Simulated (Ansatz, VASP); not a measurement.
## GaP: VASP beside Ansatz

```
CELL_PARAMETERS angstrom
0.00000 2.25559 2.25559
2.25559 0.00000 2.25559
2.25559 2.25559 0.00000
ATOMIC_POSITIONS crystal
Ga 0.00000 0.00000 0.00000
P 0.25000 0.25000 0.25000
```

Change from the starting cell: volume scaled by 0.55, crystal datasets.

Alike in both runs: task single point; functional PBE; k mesh 12 × 12 × 12; occupations fermi-dirac, width 0.1 eV; no spin polarisation.

|  | VASP | Ansatz |
| --- | --- | --- |
| version | VASP 6.6.1 | Ansatz 0.2.0 |
| potentials or method | VASP PAW PBE potentials, release 64 (Ga_d, P), cutoff 520 eV | all-electron PAW with datasets made for the crystal, scalar-relativistic |

```csv
,VASP,Ansatz,Ansatz less VASP
pressure (GPa),162.6,163.5,+0.93
```

Ansatz ran all-electron here, so the differences hold the error of VASP's frozen core and of both bases.

Caveats: the cell as given lies far from equilibrium; so large a pressure means that the cell lies far from this level's equilibrium, or that cutoff or potentials fall short (VASP).
